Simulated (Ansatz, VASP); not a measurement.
**WC: VASP beside Ansatz**

```xyz
2
Lattice="0.0000 2.1927 2.1927 2.1927 0.0000 2.1927 2.1927 2.1927 0.0000" Properties=species:S:1:pos:R:3 pbc="T T T"
W     0.0000    0.0000    0.0000
C     2.1927    2.1927    2.1927
```

Measurements of this composition are mostly on another form, of space group No. 187.

Alike in both runs: task single point; functional PBEsol; k mesh 8 × 8 × 8; occupations gaussian, width 0.1 eV; no spin polarisation.

```csv
,VASP,Ansatz
version,VASP 6.6.1,Ansatz 0.2.0
potentials or method,"VASP PAW PBE potentials, release 64 (W_sv, C)","scalar-relativistic, plane waves, PAW"
plane-wave cutoff (eV),520,420
valence electrons in the cell,18,18
```

VASP gave:

| Item | Value |
| --- | --- |
| gap on the k mesh at the Fermi level (eV) | none |
| pressure (GPa) | -8.8 |

Task: Estimate Ansatz's values.

Result: gap on the k mesh at the Fermi level (eV): none; pressure (GPa): -9.8.

A gap of «none» marks a metal or a gap that the smearing closes. With one functional, cell and mesh, what is left measures potentials, basis and numerics.

Caveats: the PAW data sets were made with another functional, which shifts forces and pressure a little (VASP). The runs have no spin-orbit coupling, so splittings on W are missing.
